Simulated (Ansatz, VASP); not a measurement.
Two plane-wave programs on I

```
I
1.0
     3.23795    0.00000    0.00000
     0.00000    3.23795    0.00000
     0.00000    0.00000    5.13118
I
1
Direct
  0.50000 0.50000 0.00000
```

Alike in both runs: functional PBE; k mesh 18 × 18 × 12; occupations gaussian, width 0.1 eV; no spin polarisation.

Ansatz relaxed the structure, and its values are those at the end. VASP's run is a single point on that final structure, the one shown.

|  | VASP | Ansatz |
| --- | --- | --- |
| version | VASP 6.6.1 | Ansatz 0.2.0 |
| potentials or method | VASP PAW PBE potentials, release 64 (I) | scalar-relativistic, plane waves, PAW |
| plane-wave cutoff (eV) | 520 | 420 |
| valence electrons in the cell | 7 | 17 |

```tsv
	VASP	Ansatz	Ansatz less VASP
gap on the k mesh at the Fermi level (eV)	none	none	-
pressure (GPa)	0.0	0.0	+0.03
```

A gap of «none» marks a metal or a gap that the smearing closes. With one functional, cell and mesh, what is left measures potentials, basis and numerics. The two sets of potentials don't hold the same shells in valence.

Caveats: an odd number of electrons without spin polarisation forces a metal; a magnetic or distorted state may lie lower. Spin-orbit coupling is left out, which matters for the levels of I.
